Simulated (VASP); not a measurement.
A VASP 6.6.1 single-point calculation on PbO

INCAR

```
GGA = PE
EDIFF = 1E-7
NBANDS = 17
PREC = Accurate
LWAVE = .FALSE.
ISIF = 2
ENCUT = 520
LASPH = .TRUE.
IBRION = -1
SIGMA = 0.2
NELM = 120
NSW = 0
LREAL = .FALSE.
ISMEAR = 1
LCHARG = .FALSE.
```

KPOINTS

```
KPOINTS created by Atomic Simulation Environment
0
Gamma
8 8 8
0 0 0
```

POSCAR

```
Pb O
 1.0000000000000000
     0.0587769696000000    2.6065174967000000    2.6065174967000000
     2.6065174967000000    0.0587769696000000    2.6065174967000000
     2.6652944663000002    2.6652944663000002    0.0000000000000000
 Pb  O
   1   1
Cartesian
  0.0000000000000000  0.0000000000000000  0.0000000000000000
  2.6652944662999998  2.6652944662999998  2.6065174967000000
```

The recommended PBE PAW datasets give the neutral cell 20 valence electrons.

Command

```
mpirun -np 1 vasp_std
```

OSZICAR

```
N       E                     dE             d eps       ncg     rms          rms(c)
DAV:   1     0.172118224803E+03    0.17212E+03   -0.10405E+04  3294   0.140E+03
DAV:   2     0.394978456651E+00   -0.17172E+03   -0.16278E+03  3498   0.357E+02
DAV:   3    -0.123040787543E+02   -0.12699E+02   -0.12621E+02  3877   0.103E+02
DAV:   4    -0.125747981985E+02   -0.27072E+00   -0.27050E+00  4208   0.155E+01
DAV:   5    -0.125826201779E+02   -0.78220E-02   -0.78214E-02  4386   0.260E+00    0.864E+00
DAV:   6    -0.106907857313E+02    0.18918E+01   -0.15364E+01  4510   0.277E+01    0.513E+00
DAV:   7    -0.103868068773E+02    0.30398E+00   -0.21075E+00  4040   0.118E+01    0.149E+00
DAV:   8    -0.104241715308E+02   -0.37365E-01   -0.47245E-01  3634   0.674E+00    0.174E+00
DAV:   9    -0.103696322372E+02    0.54539E-01   -0.82162E-02  3900   0.349E+00    0.204E-01
DAV:  10    -0.103703504093E+02   -0.71817E-03   -0.77125E-03  3855   0.665E-01    0.180E-01
DAV:  11    -0.103699788148E+02    0.37159E-03   -0.12042E-03  3628   0.250E-01    0.228E-02
DAV:  12    -0.103699728253E+02    0.59896E-05   -0.31097E-05  4478   0.581E-02    0.613E-03
DAV:  13    -0.103699732580E+02   -0.43273E-06   -0.19137E-06  4059   0.123E-02    0.260E-03
DAV:  14    -0.103699736029E+02   -0.34491E-06   -0.43741E-07  3526   0.497E-03    0.477E-04
DAV:  15    -0.103699736246E+02   -0.21731E-07   -0.29340E-08  2734   0.191E-03
   1 F= -.10369974E+02 E0= -.10370530E+02  d E =0.167061E-02
```

Standard output (part)

```
POSCAR found type information on POSCAR PbO
 POSCAR found :  2 types and       2 ions
 LDA part: xc-table for (Slater+PW92), standard interpolation
 POSCAR, INCAR and KPOINTS ok, starting setup
 WAVECAR not read
 entering main loop
```

From OUTCAR

```
k-points           NKPTS =     95   k-points in BZ     NKDIM =     95   number of bands    NBANDS=     17

   NELECT =      20.0000    total number of electrons

   dimension x,y,z NGX =    28 NGY =   28 NGZ =   28
   dimension x,y,z NGXF=    56 NGYF=   56 NGZF=   56

  energy-cutoff  :      520.00
  volume of cell :       35.40
      direct lattice vectors                 reciprocal lattice vectors
     0.058776970  2.606517497  2.606517497    -0.196252324  0.196252324  0.191826834
     2.606517497  0.058776970  2.606517497     0.196252324 -0.196252324  0.191826834
     2.665294466  2.665294466  0.000000000     0.187596533  0.187596533 -0.191826834

 k-points in reciprocal lattice and weights: KPOINTS created by Atomic Simulation Env
   0.00000000  0.00000000  0.00000000       0.002
   0.12500000  0.00000000  0.00000000       0.008
   0.25000000  0.00000000  0.00000000       0.008
   0.37500000  0.00000000  0.00000000       0.008
   0.50000000  0.00000000  0.00000000       0.004
   0.12500000  0.12500000  0.00000000       0.004
   0.25000000  0.12500000  0.00000000       0.008
   0.37500000  0.12500000  0.00000000       0.008
   ...

 E-fermi :   6.6411

 k-point     1 :       0.0000    0.0000    0.0000
  band No.  band energies     occupation
      1     -11.0978      2.00000
      2      -9.8030      2.00000
      3      -9.7944      2.00000
      4      -9.7869      2.00000
      5      -9.6638      2.00000
      6      -9.6580      2.00000
      7      -0.8802      2.00000
      8       4.0770      2.00000
      9       4.1944      2.00000
     10       4.3258      2.00000
     11      14.8601      0.00000
     12      14.8971      0.00000
     13      15.1361      0.00000
     14      17.0670      0.00000
     15      17.6029      0.00000
     16      18.0510      0.00000
     17      18.5260      0.00000

 k-point     2 :       0.1250    0.0000    0.0000
  band No.  band energies     occupation
      1     -11.0080      2.00000
      2      -9.7929      2.00000
      3      -9.7807      2.00000
      4      -9.7765      2.00000
      5      -9.6719      2.00000
      6      -9.6680      2.00000
      7      -1.0433      2.00000
      8       4.1375      2.00000
      9       4.2772      2.00000
     10       4.5364      2.00000
     11      13.0688      0.00000
     12      14.0965      0.00000
     13      14.2158      0.00000
     14      16.2816      0.00000
     15      18.1529      0.00000
     16      18.7288      0.00000
     17      20.2937      0.00000

 k-point     3 :       0.2500    0.0000    0.0000
  band No.  band energies     occupation
      1     -10.7817      2.00000
      2      -9.7973      2.00000
      3      -9.7717      2.00000
      4      -9.7435      2.00000
      5      -9.6726      2.00000
      6      -9.6663      2.00000
      7      -1.3858      2.00000
      8       4.2945      2.00000
      9       4.4077      2.00000
     10       5.1114      2.00000
     11      10.2549     -0.00000
     12      12.7858      0.00000
     13      12.9175      0.00000
     14      16.0796      0.00000
     15      19.2053      0.00000
     16      19.8262      0.00000
     17      21.8091      0.00000

 ...

  Total        0.5930061      0.5930061      0.5663509     -0.2924312      0.0000000      0.0000000
  in kB       26.8397640     26.8397640     25.6333371    -13.2355905      0.0000000      0.0000000
  external PRESSURE =      26.4376217 kB  Pullay stress =       0.0000000 kB

 POSITION                                       TOTAL-FORCE (eV/Angst)
 -----------------------------------------------------------------------------------
      0.00000      0.00000      0.00000         0.000000     -0.000000      0.000000
      2.66529      2.66529      2.60652        -0.000000      0.000000      0.000000
 -----------------------------------------------------------------------------------
    total drift:                                0.000000      0.000000      0.000000

  FREE ENERGIE OF THE ION-ELECTRON SYSTEM (eV)
  ---------------------------------------------------
  free  energy   TOTEN  =       -10.3699736246 eV

  energy  without entropy=      -10.3716442348  energy(sigma->0) =      -10.37053049
```

It converged. Results: gap between bands v and c on the k mesh 0.45 eV; least direct gap on the k mesh 0.49 eV; pressure 2.6 GPa. Band v is the last that the valence electrons fill when counted band by band, and c is the next.

For comparison, a separate PBE run of the intended cell, on usual settings and not on those above, gives a gap of 0.45 eV on its mesh and a pressure of 2.6 GPa.

The run above took about 67 s on one core of a shared host (Intel Xeon Platinum 8488C) and held 0.2 GiB at most.
